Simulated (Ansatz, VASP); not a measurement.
## Two plane-wave programs on Sc

```
CELL_PARAMETERS angstrom
-1.81083 1.81083 1.81083
1.81083 -1.81083 1.81083
1.81083 1.81083 -1.81083
ATOMIC_POSITIONS crystal
Sc 0.00000 0.00000 0.00000
```

Alike in both runs: task relaxation of cell and atoms; functional PBEsol; k mesh 16 × 16 × 16; occupations gaussian, width 0.1 eV; no spin polarisation.

```csv
,VASP,Ansatz
version,VASP 6.6.1,Ansatz 0.2.0
potentials or method,"VASP PAW PBE potentials, release 64 (Sc_sv)","scalar-relativistic, plane waves, PAW"
plane-wave cutoff (eV),600,420
valence electrons in the cell,11,11
```

|  | VASP | Ansatz | Ansatz less VASP |
| --- | --- | --- | --- |
| gap on the k mesh at the Fermi level, each at its own relaxed structure (eV) | none | none | - |
| relaxed volume (Å³/atom) | 23.90 | 23.89 | -0.012 |
| relaxed cell length with the largest relative difference (Å) | 3.143 | 3.142 | -0.0005 |

A gap of «none» marks a metal or a gap that the smearing closes.

Caveats: the PAW data sets were made with another functional, which shifts forces and pressure a little (VASP). Zero-point motion and thermal expansion aren't in these numbers.
